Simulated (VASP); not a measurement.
# ZnSe (Stilleite): accuracy against cost in the SCF solver and smearing

Aim: find what the SCF solver and smearing change for ZnSe (Stilleite), and what they cost. The atoms are off their equilibrium sites, so that forces can be compared too. The series runs use r2SCAN. The SCF solver tried: ALGO = Normal; ALGO = Fast; ALGO = VeryFast; ALGO = All; ALGO = Damped; AMIX = 0.1, BMIX = 0.01; AMIX = 0.8; IMIX = 1, AMIX = 0.2. The smearing tried: ISMEAR = -1, SIGMA = 0.01; ISMEAR = -1, SIGMA = 0.05; ISMEAR = -1, SIGMA = 0.1; ISMEAR = -1, SIGMA = 0.2; ISMEAR = -1, SIGMA = 0.5; ISMEAR = 2, SIGMA = 0.01; ISMEAR = 2, SIGMA = 0.05; ISMEAR = 2, SIGMA = 0.1; ISMEAR = 2, SIGMA = 0.2; ISMEAR = 2, SIGMA = 0.5; ISMEAR = -5. The atoms of the start are displaced at random from the sites of a F-43m cell.

Main program and level: VASP 6.6.1; r2SCAN; plane waves and PAW (Zn, Se).

This is a report of a sequence of runs, with most program output left out.

## (1) Set-up

The structure is monoclinic, space group Cm (No. 8). That holds within 0.01 Å; VASP, at its tighter tolerance, finds 1 operation. The conventional cell has a = 6.941 Å, b = 4.008 Å, c = 4.008 Å, α = 90.00°, β = 125.26°, γ = 90.00°. Nearest to Zn lie 4 Se at 2.42 to 2.49 Å. Nearest to Se lie 4 Zn at 2.42 to 2.49 Å. Farther neighbours and most contacts between anions are not listed. That group holds within 0.01 Å; judged at 0.001 Å it is P1 (No. 1).

Structure file:

```
Zn Se
1.0
     0.00000    2.83380    2.83380
     2.83380    0.00000    2.83380
     2.83380    2.83380    0.00000
Zn Se
1 1
Direct
  0.99923 0.00242 0.99879
  0.24080 0.24135 0.25787
```

## (2) SCF solver: ALGO = Normal

All solvers should reach one answer; they differ in cycles and robustness. r2SCAN adds the kinetic-energy density, costs more than a GGA and is run with LASPH.

INCAR

```
SYSTEM = ZnSe
PREC = Accurate
ENCUT = 400
EDIFF = 1E-06
NELM = 100
ISMEAR = -1
SIGMA = 0.05
LREAL = .FALSE.
ALGO = Normal
METAGGA = R2SCAN
LASPH = .TRUE.
NBANDS = 15
LORBIT = 11
LWAVE = .FALSE.
LCHARG = .FALSE.
KPAR = 2
ISIF = 2
```

POSCAR

```
ZnSe
1.0
    0.0000000000      2.8338000000      2.8338000000
    2.8338000000      0.0000000000      2.8338000000
    2.8338000000      2.8338000000      0.0000000000
Zn Se
1 1
Direct
   -0.0007710000      0.0024180000     -0.0012080000
    0.2407990000      0.2413540000      0.2578680000
```

KPOINTS

```
Automatic mesh
0
Gamma
8 8 8
0 0 0
```

PAW data sets: Zn and Se (PBE family, release 64).

Run with:

```
mpirun -np 2 vasp_std
```

The job ended after 3.8 min (2 MPI ranks of Intel Xeon Platinum 8259CL at 2.50GHz (Skylake/Cascade Lake), shared host; peak memory 0.51 GiB; 7.5 min of CPU time).

The gap is read on the k-mesh alone, so it is an upper bound where the band edges lie off the mesh. Spin-orbit coupling is off here; it would split degenerate levels, and it lifts a valence top of Se p states by about 0.1 eV. The PAW data sets were made with PBE, which is usual practice but a small mismatch for other functionals.

This step gave:

```yaml
scf_cycles: 15
electrons: 18
bands: 15
irreducible_k_points: 260
symmetry_operations: 1
free_energy_toten: -24.89 eV
fermi_energy: 2.257 eV
pressure: -0.2151 GPa
metallic: no
valence_top_at_k: 0, 0, 0
conduction_bottom_at_k: 0, 0, 0
least_direct_gap_at_k: 0, 0, 0
gap_on_the_k_mesh: 1.809 eV
least_direct_gap_on_the_k_mesh: 1.809 eV
```

The series starts at -12.4471 eV an atom and -0.22 GPa, after 15 cycles in 3.8 min.

## (3) SCF solver: ALGO = Fast

INCAR: that of step 2 with these lines changed.

```diff
@@ -8,3 +8,3 @@
 LREAL = .FALSE.
-ALGO = Normal
+ALGO = Fast
 METAGGA = R2SCAN
```

POSCAR is that of step 2.

KPOINTS is that of step 2.

Run with:

```
mpirun -np 2 vasp_std
```

The job ended after 5.2 min (2 MPI ranks; peak memory 0.5 GiB; 10 min of CPU time).

Against the first of the series the energy stays within 0.01 meV an atom and the pressure within 0.01 GPa, after 16 cycles in 5.2 min.

## (4) SCF solver: ALGO = VeryFast

INCAR: that of step 3 with these lines changed.

```diff
@@ -8,3 +8,3 @@
 LREAL = .FALSE.
-ALGO = Fast
+ALGO = VeryFast
 METAGGA = R2SCAN
```

POSCAR is that of step 3.

KPOINTS is that of step 3.

Run with:

```
mpirun -np 2 vasp_std
```

Run time: 7.1 min. Hardware: 2 MPI ranks; peak memory 0.5 GiB.

Against the first of the series the energy stays within 0.01 meV an atom; the pressure moves by +0.05 GPa, after 21 cycles in 7.1 min.

## (5) SCF solver: ALGO = All

INCAR: that of step 4 with these lines changed.

```diff
@@ -8,3 +8,3 @@
 LREAL = .FALSE.
-ALGO = VeryFast
+ALGO = All
 METAGGA = R2SCAN
```

POSCAR is that of step 4.

KPOINTS is that of step 4.

Run with:

```
mpirun -np 2 vasp_std
```

Elapsed: 6.2 min, on 2 MPI ranks; peak memory 0.72 GiB; 12 min of CPU time.

Against the first of the series the energy stays within 0.01 meV an atom; the pressure moves by -0.02 GPa, after 18 cycles in 6.2 min.

## (6) SCF solver: ALGO = Damped

INCAR: that of step 5 with these lines changed.

```diff
@@ -8,3 +8,3 @@
 LREAL = .FALSE.
-ALGO = All
+ALGO = Damped
 METAGGA = R2SCAN
```

POSCAR is that of step 5.

KPOINTS is that of step 5.

Run with:

```
mpirun -np 2 vasp_std
```

It took 5.4 min on 2 MPI ranks; peak memory 0.71 GiB; 11 min of CPU time.

Against the first of the series the energy stays within 0.01 meV an atom; the pressure moves by +0.01 GPa, after 23 cycles in 5.4 min.

## (7) SCF solver: AMIX = 0.1, BMIX = 0.01

INCAR: that of step 6 with these lines changed.

```diff
@@ -8,3 +8,3 @@
 LREAL = .FALSE.
-ALGO = Damped
+ALGO = Normal
 METAGGA = R2SCAN
@@ -17 +17,3 @@
 ISIF = 2
+AMIX = 0.1
+BMIX = 0.01
```

POSCAR is that of step 6.

KPOINTS is that of step 6.

Run with:

```
mpirun -np 2 vasp_std
```

It took 4.7 min on 2 MPI ranks; peak memory 0.51 GiB.

Against the first of the series the energy stays within 0.01 meV an atom; the pressure moves by -0.02 GPa, after 19 cycles in 4.7 min.

## (8) SCF solver: AMIX = 0.8

INCAR: that of step 7 with these lines changed.

```diff
@@ -17,3 +17,2 @@
 ISIF = 2
-AMIX = 0.1
-BMIX = 0.01
+AMIX = 0.8
```

POSCAR is that of step 7.

KPOINTS is that of step 7.

Run with:

```
mpirun -np 2 vasp_std
```

The job ended after 3.3 min (2 MPI ranks; peak memory 0.51 GiB).

Against the first of the series the energy stays within 0.01 meV an atom; the pressure moves by +0.01 GPa, after 13 cycles in 3.3 min.

## (9) SCF solver: IMIX = 1, AMIX = 0.2

INCAR: that of step 8 with these lines changed.

```diff
@@ -17,2 +17,3 @@
 ISIF = 2
-AMIX = 0.8
+IMIX = 1
+AMIX = 0.2
```

POSCAR is that of step 8.

KPOINTS is that of step 8.

Run with:

```
mpirun -np 2 vasp_std
```

Wall time 8.6 min (2 MPI ranks); peak memory 0.51 GiB.

Against the first of the series the energy stays within 0.01 meV an atom and the pressure within 0.01 GPa, after 39 cycles in 8.6 min.

## (10) The SCF solver series as a table

This step: convergence of r2SCAN results with the solver; plane waves and PAW (VASP 6.6.1).

This step runs nothing: it gathers the runs above.

Differences are taken from the run with ALGO = Normal. Results of the series, by row:

| setting | status | energy less the reference (meV/atom) | pressure (GPa) | largest force difference (meV/Å) | gap (eV) | SCF cycles | wall time (s) |
| --- | --- | --- | --- | --- | --- | --- | --- |
| ALGO = Normal | converged | 0 | -0.2151 | 0 | 1.81 | 15 | 225 |
| ALGO = Fast | converged | 1.60e-4 | -0.2156 | 0.006 | 1.81 | 16 | 310 |
| ALGO = VeryFast | converged | 2.00e-5 | -0.1697 | 0.002 | 1.81 | 21 | 426.1 |
| ALGO = All | converged | -4.75e-4 | -0.2372 | 0.005 | 1.81 | 18 | 375 |
| ALGO = Damped | converged | -5.00e-5 | -0.2014 | 0.015 | 1.81 | 23 | 322 |
| AMIX = 0.1, BMIX = 0.01 | converged | 1.50e-4 | -0.2343 | 0.006 | 1.81 | 19 | 281 |
| AMIX = 0.8 | converged | -2.30e-4 | -0.2053 | 0.011 | 1.81 | 13 | 199 |
| IMIX = 1, AMIX = 0.2 | converged | 0.001625 | -0.2123 | 0.041 | 1.809 | 39 | 516.1 |

## (11) Smearing: ISMEAR = -1, SIGMA = 0.01

This step: r2SCAN; plane waves and PAW (Zn, Se) (VASP 6.6.1).

With a gap, smearing should do nothing until its tail reaches across the gap.

INCAR: that of step 9 with these lines changed.

```diff
@@ -6,3 +6,3 @@
 ISMEAR = -1
-SIGMA = 0.05
+SIGMA = 0.01
 LREAL = .FALSE.
@@ -17,3 +17 @@
 ISIF = 2
-IMIX = 1
-AMIX = 0.2
```

POSCAR is that of step 9.

KPOINTS is that of step 9.

Run with:

```
mpirun -np 2 vasp_std
```

Run time: 3.8 min. Hardware: 2 MPI ranks; peak memory 0.51 GiB.

This step gave:

- SCF cycles: 15
- Fermi energy: 1.537 eV
- pressure: -0.2151 GPa

The series starts at -12.4471 eV an atom and -0.22 GPa, after 15 cycles in 3.8 min. The entropy term T·S comes to 0.00 meV an atom in size.

## (12) Smearing: ISMEAR = -1, SIGMA = 0.05

INCAR: that of step 11 with these lines changed.

```diff
@@ -6,3 +6,3 @@
 ISMEAR = -1
-SIGMA = 0.01
+SIGMA = 0.05
 LREAL = .FALSE.
```

POSCAR is that of step 11.

KPOINTS is that of step 11.

Run with:

```
mpirun -np 2 vasp_std
```

The job ended after 3.8 min (2 MPI ranks; peak memory 0.51 GiB; 7.5 min of CPU time).

Against the run before the energy at zero width stays within 0.01 meV an atom and the pressure within 0.01 GPa, after 15 cycles in 3.8 min. The entropy term T·S comes to 0.00 meV an atom in size.

## (13) Smearing: ISMEAR = -1, SIGMA = 0.1

INCAR: that of step 12 with these lines changed.

```diff
@@ -6,3 +6,3 @@
 ISMEAR = -1
-SIGMA = 0.05
+SIGMA = 0.1
 LREAL = .FALSE.
```

POSCAR is that of step 12.

KPOINTS is that of step 12.

Run with:

```
mpirun -np 2 vasp_std
```

It took 3.8 min on 2 MPI ranks; peak memory 0.51 GiB.

Against the run before the energy at zero width stays within 0.01 meV an atom and the pressure within 0.01 GPa, after 15 cycles in 3.8 min. The entropy term T·S comes to 0.00 meV an atom in size.

## (14) Smearing: ISMEAR = -1, SIGMA = 0.2

INCAR: that of step 13 with these lines changed.

```diff
@@ -6,3 +6,3 @@
 ISMEAR = -1
-SIGMA = 0.1
+SIGMA = 0.2
 LREAL = .FALSE.
```

POSCAR is that of step 13.

KPOINTS is that of step 13.

Run with:

```
mpirun -np 2 vasp_std
```

Run time: 4 min. Hardware: 2 MPI ranks; peak memory 0.51 GiB.

Against the run before the energy at zero width moves by +0.09 meV an atom and the pressure by -0.02 GPa, after 16 cycles in 4 min. The entropy term T·S comes to 0.25 meV an atom in size.

## (15) Smearing: ISMEAR = -1, SIGMA = 0.5

INCAR: that of step 14 with these lines changed.

```diff
@@ -6,3 +6,3 @@
 ISMEAR = -1
-SIGMA = 0.2
+SIGMA = 0.5
 LREAL = .FALSE.
```

POSCAR is that of step 14.

KPOINTS is that of step 14.

Run with:

```
mpirun -np 2 vasp_std
```

The job ended after 4 min (2 MPI ranks; peak memory 0.51 GiB; 7.9 min of CPU time).

Against the run before the energy at zero width moves by +14.75 meV an atom and the pressure by +0.22 GPa, after 16 cycles in 4 min. The entropy term T·S comes to 47.75 meV an atom in size.

## (16) Smearing: ISMEAR = 2, SIGMA = 0.01

INCAR: that of step 15 with these lines changed.

```diff
@@ -5,4 +5,4 @@
 NELM = 100
-ISMEAR = -1
-SIGMA = 0.5
+ISMEAR = 2
+SIGMA = 0.01
 LREAL = .FALSE.
```

POSCAR is that of step 15.

KPOINTS is that of step 15.

Run with:

```
mpirun -np 2 vasp_std
```

Elapsed: 3.7 min, on 2 MPI ranks; peak memory 0.5 GiB.

Methfessel-Paxton smearing is not meant for a cell with a gap.

Against the first of the series the energy at zero width stays within 0.01 meV an atom and the pressure within 0.01 GPa, after 15 cycles in 3.7 min. The entropy term T·S comes to 0.00 meV an atom in size.

## (17) Smearing: ISMEAR = 2, SIGMA = 0.05

INCAR: that of step 16 with these lines changed.

```diff
@@ -6,3 +6,3 @@
 ISMEAR = 2
-SIGMA = 0.01
+SIGMA = 0.05
 LREAL = .FALSE.
```

POSCAR is that of step 16.

KPOINTS is that of step 16.

Run with:

```
mpirun -np 2 vasp_std
```

Run time: 3.7 min. Hardware: 2 MPI ranks; peak memory 0.51 GiB; 7.4 min of CPU time.

Against the run before the energy at zero width stays within 0.01 meV an atom and the pressure within 0.01 GPa, after 15 cycles in 3.7 min. The entropy term T·S comes to 0.00 meV an atom in size.

## (18) Smearing: ISMEAR = 2, SIGMA = 0.1

INCAR: that of step 17 with these lines changed.

```diff
@@ -6,3 +6,3 @@
 ISMEAR = 2
-SIGMA = 0.05
+SIGMA = 0.1
 LREAL = .FALSE.
```

POSCAR is that of step 17.

KPOINTS is that of step 17.

Run with:

```
mpirun -np 2 vasp_std
```

Run time: 3.7 min. Hardware: 2 MPI ranks; peak memory 0.51 GiB.

Against the run before the energy at zero width stays within 0.01 meV an atom and the pressure within 0.01 GPa, after 15 cycles in 3.7 min. The entropy term T·S comes to 0.00 meV an atom in size.

## (19) Smearing: ISMEAR = 2, SIGMA = 0.2

INCAR: that of step 18 with these lines changed.

```diff
@@ -6,3 +6,3 @@
 ISMEAR = 2
-SIGMA = 0.1
+SIGMA = 0.2
 LREAL = .FALSE.
```

POSCAR is that of step 18.

KPOINTS is that of step 18.

Run with:

```
mpirun -np 2 vasp_std
```

Run time: 3.7 min. Hardware: 2 MPI ranks; peak memory 0.51 GiB.

Against the run before the energy at zero width moves by -0.04 meV an atom while the pressure stays within 0.01 GPa, after 15 cycles in 3.7 min. The entropy term T·S comes to 0.34 meV an atom in size.

## (20) Smearing: ISMEAR = 2, SIGMA = 0.5

INCAR: that of step 19 with these lines changed.

```diff
@@ -6,3 +6,3 @@
 ISMEAR = 2
-SIGMA = 0.2
+SIGMA = 0.5
 LREAL = .FALSE.
```

POSCAR is that of step 19.

KPOINTS is that of step 19.

Run with:

```
mpirun -np 2 vasp_std
```

It took 3.9 min on 2 MPI ranks; peak memory 0.51 GiB; 7.8 min of CPU time.

Against the run before the energy at zero width moves by +0.32 meV an atom and the pressure by -0.02 GPa, after 16 cycles in 3.9 min. The entropy term T·S comes to 0.60 meV an atom in size.

## (21) Smearing: ISMEAR = -5

INCAR: that of step 20 with these lines changed.

```diff
@@ -5,4 +5,4 @@
 NELM = 100
-ISMEAR = 2
-SIGMA = 0.5
+ISMEAR = -5
+SIGMA = 0.05
 LREAL = .FALSE.
```

POSCAR is that of step 20.

KPOINTS is that of step 20.

Run with:

```
mpirun -np 2 vasp_std
```

Elapsed: 3.8 min, on 2 MPI ranks; peak memory 0.52 GiB; 7.5 min of CPU time.

Against the first of the series the energy at zero width stays within 0.01 meV an atom and the pressure within 0.01 GPa, after 15 cycles in 3.8 min.

## (22) The smearing series as a table

This step: convergence of r2SCAN results with the smearing; plane waves and PAW (VASP 6.6.1).

No new run; the numbers come from the runs before.

Differences are taken from the run with ISMEAR = -1, SIGMA = 0.01. Results of the series, by row:

| setting | status | energy less the reference (meV/atom) | pressure (GPa) | largest force difference (meV/Å) | gap (eV) | SCF cycles | wall time (s) |
| --- | --- | --- | --- | --- | --- | --- | --- |
| ISMEAR = -1, SIGMA = 0.01 | converged | 0 | -0.2151 | 0 | 1.81 | 15 | 228 |
| ISMEAR = -1, SIGMA = 0.05 | converged | 0 | -0.2151 | 0 | 1.81 | 15 | 226 |
| ISMEAR = -1, SIGMA = 0.1 | converged | 4.70e-4 | -0.2151 | 0 | 1.81 | 15 | 230 |
| ISMEAR = -1, SIGMA = 0.2 | converged | 0.08596 | -0.2326 | 0.03 | 1.81 | 16 | 237 |
| ISMEAR = -1, SIGMA = 0.5 | converged | 14.83 | -0.009774 | 3.041 | 1.813 | 16 | 237 |
| ISMEAR = 2, SIGMA = 0.01 | converged | 0 | -0.2151 | 0 | 1.81 | 15 | 224 |
| ISMEAR = 2, SIGMA = 0.05 | converged | 0.00179 | -0.2151 | 0.003 | 1.81 | 15 | 224 |
| ISMEAR = 2, SIGMA = 0.1 | converged | 0.00487 | -0.215 | 0.068 | 1.81 | 15 | 224 |
| ISMEAR = 2, SIGMA = 0.2 | converged | -0.03585 | -0.218 | 1.574 | 1.81 | 15 | 224 |
| ISMEAR = 2, SIGMA = 0.5 | converged | 0.2884 | -0.2375 | 1.938 | 1.81 | 16 | 236 |
| ISMEAR = -5 | converged | 0 | -0.2151 | 0 | 1.81 | 15 | 225 |

## (23) Summary of results

```
fewest SCF cycles                          : AMIX = 0.8 (13)
most SCF cycles among converged runs       : IMIX = 1, AMIX = 0.2 (39)
spread of the pressure over the SCF solver : 0.0675 GPa
spread of the energy over the SCF solver   : 0.0021 meV/atom
spread of the pressure over the smearing   : 0.228 GPa
spread of the energy over the smearing     : 14.9 meV/atom
```

**Reading.** All SCF solvers that converged agree within 0.05 meV an atom. No setting beats the 3.8 min of ALGO = Normal by a fifth or more; the slowest converged run is IMIX = 1, AMIX = 0.2, at 8.6 min. On a shared host such times are rough. The usual rule keeps the entropy term T·S under 1 meV an atom, which holds up to a width of 0.2 eV for Fermi-Dirac and 0.5 eV for second-order Methfessel-Paxton. Farthest in energy from the narrowest smearing lies ISMEAR = -1, SIGMA = 0.5 (+14.8 meV an atom, +0.21 GPa, 3.0 meV/Å in forces). Methfessel-Paxton smearing is made for metals and can give negative occupations at band edges.

[Lines on the potential files, build, host, timing and source positions are cut from VASP's logs without a mark.]

[Logs are printed without paths, hosts, clocks, repeated set-up lines and the standing remarks that a program may print on its own settings, such as how far it seeks lower states.]

[Hosts, paths, dates, database ids (printed as entryN), source tags and the programs' standing remarks are cut or masked in the printed files.]

[A measured line is paired with the nearest computed mode of its activity, which favours agreement.]

[In band tables of VASP the shares of atoms and orbitals are scaled to a sum of 1 inside the atoms' spheres.]
